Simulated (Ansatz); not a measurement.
**SiO$_{2}$ (P6_422), an elastic constant from a strain scan**

Level of theory: DFT LDA, scalar-relativistic, plane waves, PAW (Ansatz). Settings: plane waves to 420 eV, k-mesh 6×6×4 (Γ-centred), Gaussian smearing 0.05 eV. No spin polarisation. Energies are free energies at this smearing, counted from the undisturbed cell; pressure is positive in compression.

Reference structure (relaxed at this level; this form isn't the usual structure):

```
CELL_PARAMETERS angstrom
5.03870 0.00000 0.00000
-2.51935 4.36364 0.00000
0.00000 0.00000 5.52485
ATOMIC_POSITIONS crystal
Si 0.00000 0.50000 0.33333
Si 0.50000 0.50000 0.66667
Si 0.50000 0.00000 0.00000
O 0.58439 0.79220 0.83333
O 0.79220 0.58439 0.50000
O 0.79220 0.20780 0.16667
O 0.41561 0.20780 0.83333
O 0.20780 0.41561 0.50000
O 0.20780 0.79220 0.16667
```

The cell is strained by ε times the Voigt pattern (1, 1, 0, 0, 0, 0) (xx, yy, zz, yz, xz, xy; engineering shear) with fractional coordinates fixed. The cell holds 9 atoms in V0 = 121.48 Å³. The stress column is τ = (1/V0) dE/dε, got from the stress tensor σ (compression positive) at each point as −det(1 + εP) σ : P(1 + εP)⁻¹, with P the pattern as a tensor.

```
      ε  ΔE (meV/atom)  τ (GPa)
-0.0600        134.985  -56.433
-0.0450         73.791  -40.573
-0.0300         31.869  -25.928
-0.0150          7.834  -12.422
 0.0000          0.000    0.011
 0.0150          7.413   11.448
 0.0300         28.558   21.936
 0.0450         62.446   31.537
 0.0525         83.841   36.024
 0.0600              ?        ?
```

Question: Which combination of elastic constants does this scan measure, and how large is it?

Answer: For small ε, τ = τ0 + Kε with K = pᵀCp, which for this pattern is C11 + C22 + 2 C12 in the Cartesian frame shown. The parabola through τ at ε = -0.0150, 0 and 0.0150 has slope K = 796 GPa at zero. The energies per cell, E = NΔE, of the same two points give K = 2[E(ε₊)/ε₊ − E(ε₋)/ε₋]/[(ε₊ − ε₋)V0] = 804 GPa, in agreement. These are clamped-ion values.

Question: Predict the withheld row at ε = 0.0600 from the harmonic law, and compare.

Answer: ΔE = V0(τ0 ε + Kε²/2)/N = 120.706 meV/atom and τ = 47.75 GPa. The calculation gives 107.928 meV/atom and 40.30 GPa: the energy lies 11 % below the harmonic value, as bonds soften when stretched.

Forces appear on the atoms along this scan, and letting them relax would lower the energy and soften the response.